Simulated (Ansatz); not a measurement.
System: rock-salt NaBr. Method: PBE0-D3(BJ) (plane waves, PAW; Ansatz, an electronic-structure program).

Settings: plane-wave cutoff 460 eV, 8×8×8 k mesh, Fermi–Dirac smearing 0.01 eV, scalar-relativistic PAW data made under PBE.

Cell (relaxed at this level):

Space group Fm-3m (No. 225); a = 5.842 Å, b = 5.842 Å, c = 5.842 Å, α = 90.00°, β = 90.00°, γ = 90.00°

| atom | site | symmetry | x | y | z |
|---|---|---|---|---|---|
| Na | 4a | m-3m | 0.0000 | 0.0000 | 0.0000 |
| Br | 4b | m-3m | 0.5000 | 0.5000 | 0.5000 |
(The calculation used a cell of 2 atoms; values per cell refer to that cell.)

Task: Estimate the bulk modulus B0, band gap, width of the whole s-p valence band and pressure derivative B′ of the bulk modulus that the calculation returns.

Result: 
* **bulk modulus B0**: 25.2 GPa
* **band gap**: 6.28 eV (on the SCF k mesh) (direct)
* **width of the whole s-p valence band**: 14.09 eV
* **pressure derivative B′ of the bulk modulus**: 4.8

Measured, for comparison: band gap 7.1 eV (temperature not stated, no zero-point or thermal correction; as tabulated in Aguado et al. (1998), arXiv:cond-mat/9809176); bulk modulus 22.6 GPa (4 K, zero-point motion not removed; as tabulated in Doll and Stoll (1998), arXiv:cond-mat/9801031). Computed (rounded) less measured: bulk modulus +12 %.

Spin–orbit coupling is not included.

The computed numbers hold no vibrational or temperature effects.

Cost on a shared machine: roughly 5 core-minutes.
